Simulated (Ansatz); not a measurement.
**Magnetic states of V**

```
V
1.0
    -1.51300    1.51300    1.51300
     1.51300   -1.51300    1.51300
     1.51300    1.51300   -1.51300
V
1
Cartesian
  0.0000 0.0000 0.0000
```

The cell comes from COD entry 7101267, which wasn't checked; take it as a given geometry.

Theory: Ansatz 0.2.0, DFT, PBE, all-electron LAPW, scalar-relativistic.

Settings: a Γ-centred 19×19×19 k mesh, Fermi–Dirac smearing of 0.03 eV, basis error target 1 meV/atom. PBE unless a row says otherwise.

Energies are extrapolated to zero smearing; site moments are those inside atomic spheres.

The runs: ferromagnetic start; no spin polarisation; spin-orbit coupling on.

(1) Does the magnetic start survive?

(2) Tabulate energies, moments and gaps of the runs.

Answers

(1) No. The moments die away in the self-consistent loop, and the run ends non-magnetic.

(2) 
```
                   run  E − E(first) (meV/atom)  spin moment V (μB)  cell spin moment (μB)  gap (eV)  P (GPa)
   ferromagnetic start                        0                0.00                   0.00      none     -5.2
  no spin polarisation                        0                   0                      0      none     -5.2
spin-orbit coupling on                        –                   –                   0.00      none     -5.2
```
